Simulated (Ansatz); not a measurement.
Computed properties of CSi (ordering on diamond)

All numbers come from the PAW code Ansatz. Simulation only: spin-unpolarised, and no claim that this is the phase found in nature.

Structure: CSi, ordered on the diamond lattice (R-3m) with 4 atoms a cell, at its r2SCAN minimum. Space group R-3m (No. 166), trigonal; conventional cell a = 3.083 Å, c = 15.964 Å, 10.95 Å³ an atom. C has 1 C at 1.62 Å and 3 Si at 1.90 Å; Si has 3 C at 1.90 Å and 1 Si at 2.38 Å.

```cif
data_structure
_symmetry_space_group_name_H-M 'R-3m:H'
_symmetry_Int_Tables_number 166
_cell_length_a 3.0832
_cell_length_b 3.0832
_cell_length_c 15.9637
_cell_angle_alpha 90.000
_cell_angle_beta 90.000
_cell_angle_gamma 120.000
_cell_volume 131.42
loop_
_atom_site_label
_atom_site_type_symbol
_atom_site_symmetry_multiplicity
_atom_site_Wyckoff_symbol
_atom_site_fract_x
_atom_site_fract_y
_atom_site_fract_z
_atom_site_occupancy
C1 C 6 c 0.33333 0.66667 0.11586 1
Si1 Si 6 c 0.66667 0.33333 0.25881 1
```

Relaxed lattice by functional, symmetry kept:
```
functional  k mesh  a (Å)   c (Å)  volume (Å³/atom)
       PBE   8×8×8  3.097  16.026             11.09
    r2SCAN   8×8×8  3.083  15.964             10.95
```

On this one geometry the levels give:

| level | k mesh | gap (eV) | kind | edges | least direct gap (eV) |
| --- | --- | --- | --- | --- | --- |
| PBE | 10×10×10 | 0.49 | indirect | Γ → F | 1.81 |
| r2SCAN | 10×10×10 | 0.69 | indirect | Γ → F | 2.10 |
| HSE06 | 6×6×6 | 1.26 | indirect | Γ → F | 2.64 |
| PBE0 | 6×6×6 | 1.97 | indirect | Γ → F | 3.35 |
| G0W0@PBE (130 empty bands, 120 eV, 6×6×6) | 6×6×6 | 1.08 | – | Γ → F (mesh) | – |

PBE: smearing of 0.02 eV; the others have fixed occupations.
Wave cutoffs: 420 eV, 500 eV (r2SCAN).
The G0W0 gap is PBE's gap over the path plus the quasiparticle shift read on the mesh. The G0W0 figures hold for the stated bands, cutoff and mesh and aren't extrapolated.

HSE06 gives an indirect gap of 1.26 eV, from Γ to F; the least direct gap is 2.64 eV at F.

Taking G0W0@PBE (130 empty bands, 120 eV, 6×6×6), 1.08 eV, as the yardstick (a computed one, not at the basis limit), HSE06 comes nearest, +0.18 eV off, at about 13 times r2SCAN's cost; G0W0 itself took about 30 times r2SCAN's cost. The others: r2SCAN -0.39, PBE -0.59, PBE0 +0.89 eV. The yardstick's own error is a tenth of an eV or more. r2SCAN covers 26 % of the step from PBE to HSE06, while HSE06 needs about 13 times r2SCAN's cost (on a coarser mesh). All these functionals give a gap of the same kind, indirect.

r2SCAN (ground state on 8×8×8): ε∞: 7.48 along x and y, 8.26 along z. Born charges, averaged over directions: C -1.89, Si +1.89 e.
